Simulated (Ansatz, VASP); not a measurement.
Two plane-wave programs on BP

```
CELL_PARAMETERS angstrom
0.00000 2.20593 2.27415
2.20593 0.00000 2.27415
2.20593 2.20593 0.00000
ATOMIC_POSITIONS crystal
B 0.00000 0.00000 0.00000
P 0.75000 0.75000 0.75000
```

Change from the starting cell: strain -0.030 along x and y, +0.000 along z, atoms carried along.

Alike in both runs: task single point; functional PBE; k mesh 10 × 10 × 10; occupations gaussian, width 0.05 eV; no spin polarisation.

|  | VASP | Ansatz |
| --- | --- | --- |
| version | VASP 6.6.1 | Ansatz 0.2.0 |
| potentials or method | VASP PAW PBE potentials, release 64 (B, P) | scalar-relativistic, plane waves, PAW |
| plane-wave cutoff (eV) | 520 | 420 |
| valence electrons in the cell | 8 | 8 |

```csv
,VASP,Ansatz,Ansatz less VASP
gap on the k mesh at the Fermi level (eV),0.93,0.93,+0.005
least direct gap on the mesh (eV),3.33,3.33,+0.004
pressure (GPa),10.8,11.1,+0.29
largest component of the traceless stress (GPa),5.92,5.91,-0.011
```

A k mesh can miss the band edges.
